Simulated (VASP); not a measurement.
Runs of VASP 6.6.1 on Te2Mo. It takes space group P6_3/mmc (No. 194, hexagonal). The conventional cell has a = 3.518 Å, b = 3.518 Å, c = 13.974 Å, α = 90.00°, β = 90.00°, γ = 120.00°. Te (site symmetry 3m) is surrounded by 3 Mo at 2.72 Å. Mo (site symmetry -6m2) has 6 Te at 2.72 Å as nearest neighbours. 

| task | level | cell | cutoff (eV) | gap on the mesh (eV) | pressure (GPa) | relaxed volume (Å³/atom) | largest force (eV/Å) |
| --- | --- | --- | --- | --- | --- | --- | --- |
| band structure | RPBE | as given | 520 | 0.80 | 4.8 | - | 0.27 |
| band structure | BLYP | as given | 520 | 0.80 | - | - | - |
| relaxation of cell and atoms | BLYP | relaxed | 600 | (b) | 0.0 | 35.56 | - |
| band structure | revPBE | as given | 520 | 0.79 | - | - | - |
| relaxation of cell and atoms | RPBE | relaxed | 600 | (a) | 0.0 | 32.88 | 0.01 |

Alike in all rows: potentials or basis VASP PAW PBE potentials, release 64 (Te, Mo_sv); no spin polarisation; k mesh 9 × 9 × 2; smearing fermi-dirac 0.05 eV.

Question: Fill in the values left out.

Answer: (a) 1.01; (b) 0.86.

Caveats: the PAW data sets were made with another functional, which shifts forces and pressure a little; spin-orbit coupling is left out, which moves the levels of the heavy elements; this functional lacks dispersion, which binds the layers, so the pressure and a relaxed spacing across them are unreliable (some runs); the volume moved by over 15 % at a fixed basis, so the end points are rough (some runs); an odd mesh through Γ misses points on the zone boundary, where band edges often lie (some runs); this functional lacks dispersion, which binds the layers, so the pressure and a relaxed spacing across them are unreliable, and here the layers came unbound (some runs); the volume moved by +42 % from the deposited cell, more than functionals usually miss (some runs).

A k mesh can miss the band edges, and the runs leave out spin-orbit coupling on Mo, Te.

Runs at the PBE level aren't shown here.
